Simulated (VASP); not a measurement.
A VASP calculation is set up with these files.

**KPOINTS**
```
kpoints
0
Gamma
  6 6 6
```

### POSCAR
```
CuInS2
11.1867640
 -0.2479784145   0.2479784145   0.5000000000
  0.2479784145  -0.2479784145   0.5000000000
  0.2479784145   0.2479784145  -0.5000000000
In Cu S
2 2 4
Cartesian
  0.0000000000   0.0000000000   0.5000000000
  0.2479784145   0.0000000000   0.2500000000
  0.0000000000   0.0000000000   0.0000000000
  0.0000000000   0.2479784145   0.2500000000
  0.1339083438   0.1239892072   0.6250000000
  0.3719676217   0.1140700707  -0.1250000000
  0.1140700707   0.1239892072   0.1250000000
 -0.1239892072   0.1339083438   0.3750000000
```

**INCAR**
```
SYSTEM = CuInS2
PREC = Accurate; ENCUT = 300; LREAL = F
LASPH = T
EDIFF = 1E-6; NELM = 100; ALGO = Normal
LMAXMIX = 4
ISMEAR = 0; SIGMA = 0.02
GGA = PE; IVDW = 11
ISIF = 2
LWAVE = F; LCHARG = F
```

POTCAR, in this order: In_d Cu S (PBE.64 set). Program: vasp_std.

Problem. Translate this PBE-D3 (zero damping) calculation to Quantum ESPRESSO's pw.x.

Solution. One equivalent input (not run):
```
&CONTROL
  calculation = 'scf'
  pseudo_dir = './pseudo'
  outdir = './out'
  tprnfor = .true.
  tstress = .true.
/
&SYSTEM
  ibrav = 0
  nat = 8
  ntyp = 3
  ecutwfc = 92
  occupations = 'smearing'
  smearing = 'gaussian'
  degauss = 0.00147
  input_dft = 'pbe'
  vdw_corr = 'grimme-d3'
  dftd3_version = 3
  dftd3_threebody = .false.
/
&ELECTRONS
  conv_thr = 7.3e-08
  electron_maxstep = 100
/
ATOMIC_SPECIES
  In 114.818 In.upf
  Cu 63.546 Cu.upf
  S 32.060 S.upf
CELL_PARAMETERS angstrom
    -2.7740760    2.7740760    5.5933820
     2.7740760   -2.7740760    5.5933820
     2.7740760    2.7740760   -5.5933820
ATOMIC_POSITIONS crystal
  In   0.5000000  0.5000000  0.0000000
  In   0.2500000  0.7500000  0.5000000
  Cu   0.0000000  0.0000000  0.0000000
  Cu   0.7500000  0.2500000  0.5000000
  S    0.8750000  0.8950000  0.5200000
  S    0.1050000  0.6250000  0.9800000
  S    0.3750000  0.3550000  0.4800000
  S    0.6450000  0.1250000  0.0200000
K_POINTS automatic
  6 6 6 0 0 0
```
What does not carry over: the potentials are each code's own (VASP's PAW set, PseudoDojo norm-conserving files in pw.x), so ENCUT and ecutwfc are chosen apart and not converted; conv_thr bounds pw.x's estimated SCF error, while EDIFF bounds the energy change between steps.

The structure is a typed CuInS2 crystal. The cell was not relaxed at this level. The run is one of a series of settings (IVDW = 11 against the base run), some of them coarse on purpose.
